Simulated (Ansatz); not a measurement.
TiB2 under changes of volume

One of the cells (8.552 Å³/atom); the others are scaled copies at fixed shape and fractional positions:

```
Ti B
1.0
     3.02920    0.00000    0.00000
    -1.51460    2.62336    0.00000
     0.00000    0.00000    3.22840
Ti B
1 2
Cartesian
  0.0000 0.0000 0.0000
  1.5146 0.8745 1.6142
  0.0000 1.7489 1.6142
```

```yaml
Program: Ansatz 0.2.0
Functional: LDA
Potentials_or_basis: all-electron LAPW, scalar-relativistic
Cutoff: 285 eV (chosen from the basis error)
Basis_error_allowed: 0.002 eV/atom
k_mesh: 10 × 10 × 8
Occupations: fermi-dirac, width 0.05 eV
Spin: no spin polarisation
```

```tsv
volume (Å³/atom)	energy over the lowest point (meV/atom)	pressure (GPa)
8.039	2.42	5.4
8.210	0.00	-0.7
8.381	3.77	-6.2
8.552	?	?
8.723	27.55	-15.7
8.894	46.54	-19.8
9.065	69.66	-23.5
```

**Question.** What does the run at 8.552 Å³/atom give?

**Answer.** Energy over the lowest point 13.13 meV/atom; pressure -11.2 GPa.

Worked out: A Birch-Murnaghan fit of order 3 (a polynomial in V^(-2/3)) to the other rows has its minimum at 8.19 Å³/atom with B0 = V·E''(V) = 281 GPa and B' = 3.9 at fixed shape and positions, which overstates the stiffness. It gives 13.13 meV/atom at 8.552 Å³/atom, against the run's 13.13, and -dE/dV = -11.2 GPa, against -11.2.

Energies are extrapolated to zero smearing.
